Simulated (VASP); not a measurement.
The system is Rb.

```
Rb
1.0
     0.00000    3.63988    3.63988
     3.63988    0.00000    3.63988
     3.63988    3.63988    0.00000
Rb
1
Direct
  0.00000 0.00000 0.00000
```

This isn't the form of Rb at room conditions, which is bcc.

```yaml
Program: VASP 6.6.1
Task: single point
Functional: PBE
Potentials_or_basis: VASP PAW PBE potentials, release 64 (Rb_sv)
Cutoff: 520 eV
k_mesh: 6 × 6 × 6
Occupations: fermi-dirac, width 0.05 eV
Spin: no spin polarisation
```

On this cell: pressure -0.1 GPa; band gap on the k mesh none (metal or under the smearing width).

The same run follows on a disturbed copy (cell strained at random at fixed volume):

```xyz
1
Lattice="-0.0337 3.6804 3.6194 3.5921 -0.0141 3.5997 3.6035 3.6722 -0.0255" Properties=species:S:1:pos:R:3 pbc="T T T"
Rb   -0.0138   -0.0161    0.0328
```

Task: What does the disturbed cell give?

Result: The energy (extrapolated to zero smearing) moves by +0.1 meV/atom; pressure -0.1 GPa; band gap on the k mesh none (metal or under the smearing width).
